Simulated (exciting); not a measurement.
## SnTe: TDDFT spectrum with LDA

Crystal: SnTe.

```
Te Sn
1.0
     0.00000    3.15085    3.15085
     3.15085    0.00000    3.15085
     3.15085    3.15085    0.00000
Te Sn
1 1
Cartesian
  3.1509 3.1509 3.1509
  0.0000 0.0000 0.0000
```

```yaml
Program: exciting (release sodium)
Task: TDDFT spectrum
Functional: LDA
Potentials_or_basis: all-electron LAPW+lo, shipped species files, valence relativity iora*
rgkmax: 7.5
k_mesh: 5 × 5 × 5
Occupations: gaussian, width 0.005 eV
Spin: no spin polarisation
q_or_response_mesh: 6 × 6 × 6
Exchange-correlation_kernel: RBO
gqmax_local_fields: 2 1/bohr
Broadening: 0.19048 eV
gmaxvr_cutoff_of_density_and_potential: 14 1/bohr
lmaxapw_and_lmaxmat: 10
lmaxvr: 8
nempty: 10
Valence_relativity: iora*
epsengy: 1e-05 Ha
epspot: 1e-05 Ha
maxscl: 60
Muffin-tin_radii: Te 2.3, Sn 2.3 bohr
```

```yaml
All_electrons_inside_the_program's_atomic_spheres: Te 49.03; Sn 47.33 (radii Te 2.3, Sn 2.3 bohr)
```

Levels at points of the mesh, in eV from the Fermi level:
```
           k point  band 16  band 17  band 18  band 19  band 20  band 21
(0.00, 0.00, 0.00)    -2.19    -2.19    -2.19     3.21     3.21     3.21
```

Dielectric function (mean over the directions given):
```csv
energy (eV),real part,imaginary part
0.30,63.88,9.95
1.22,38.66,59.40
2.21,-19.20,29.56
3.20,-12.62,8.81
4.19,-5.61,3.52
5.18,-1.53,2.81
6.17,-1.34,3.73
7.16,-2.34,3.20
8.15,-1.83,1.86
9.14,-1.36,1.38
10.06,-0.99,1.04
11.05,-0.68,0.75
12.04,-0.44,0.57
13.03,-0.25,0.50
14.02,-0.05,0.33
15.01,0.15,0.26
16.00,0.29,0.25
16.99,0.34,0.26
17.98,0.42,0.23
18.97,0.47,0.19
```

It took 6.2 min on 1 thread of Arm Neoverse V1, on a shared host, peak memory 0.41 GiB.

Caveat: this odd mesh misses L, where the gap lies, so gap, dielectric constants and Born charges aren't listed; spectra need much finer meshes, so this one isn't converged. Spin-orbit coupling is left out, which matters for the levels of Te.
